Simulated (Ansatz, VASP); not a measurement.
Two plane-wave programs on W

File INCAR:

```
SYSTEM = W
  PREC = Accurate
  ENCUT = 520
  EDIFF = 1E-7
  ISMEAR = 1
  SIGMA = 0.1
  LREAL = .FALSE.
  LASPH = .TRUE.
  NELM = 100
  ALGO = Fast
  ISIF = 2
  LWAVE = .FALSE.
  LCHARG = .FALSE.
  LDIPOL = .TRUE.
  IDIPOL = 3
  DIPOL = 0.5 0.5 0.654
  GGA = PS
  NBANDS = 36
```

Contents of KPOINTS:

```
Automatic mesh
0
G
  12 12 1
  0 0 0
```

The input POSCAR:

```
W
1.0
    3.0355469260      0.0000000000      0.0000000000
    0.0000000000      3.0355469260      0.0000000000
    0.0000000000      0.0000000000     25.7262538274
W
4
Direct
    0.0000000000      0.0000000000      0.5624805331
    0.5000000000      0.5000000000      0.6216745730
    1.0000000000      0.0000000000      0.6874000463
    0.5000000000      0.5000000000      0.7456659145
```

Input for Ansatz:

```yaml
crystal:
  lattice:
    - [3.035546926, 0.0, 0.0]
    - [0.0, 3.035546926, 0.0]
    - [0.0, 0.0, 25.7262538274]
  atoms:
    - { symbol: W, position: [0.0, 0.0, 0.5624805331] }
    - { symbol: W, position: [0.5, 0.5, 0.621674573] }
    - { symbol: W, position: [1.0, 0.0, 0.6874000463] }
    - { symbol: W, position: [0.5, 0.5, 0.7456659145] }
basis:
  ecutwfc: 420
kpoints:
  mp_grid: { grid: [12, 12, 1] }
hamiltonian:
  xc: pbesol
  pseudopotentials: { kind: paw, azcp: { folder: soft_1 } }
scf:
  occupations: { method: methfessel_paxton, width: 0.1 }
  n_extra_bands: 7
  max_iter: 160
output:
  forces: true
  eigenvalues: true
efield:
  axis: 3
  dipole_correction: true
```

Alike in both runs: task single point; functional PBEsol; k mesh 12 × 12 × 1; occupations methfessel-paxton of order 1, width 0.1 eV; no spin polarisation.

```csv
,VASP,Ansatz
version,VASP 6.6.1,Ansatz 0.2.0
potentials or method,"VASP PAW PBE potentials, release 64 (W_sv)","scalar-relativistic, plane waves, PAW"
plane-wave cutoff (eV),520,420
valence electrons in the cell,56,56
```

Ansatz gave:

```
gap on the k mesh at the Fermi level (eV) : none
rms of the force components (eV/Å)        : 0.283
```

Estimate VASP's values.

gap on the k mesh at the Fermi level (eV): none; rms of the force components (eV/Å): 0.268.

Atom by atom the forces differ by 0.028 eV/Å (rms over components). A gap of «none» marks a metal or a gap that the smearing closes. Ansatz warned: «pseudo_functional_mismatch».

Caveats: the PAW data sets were made with another functional, which shifts forces and pressure a little (VASP). The runs have no spin-orbit coupling, so splittings on W are missing.
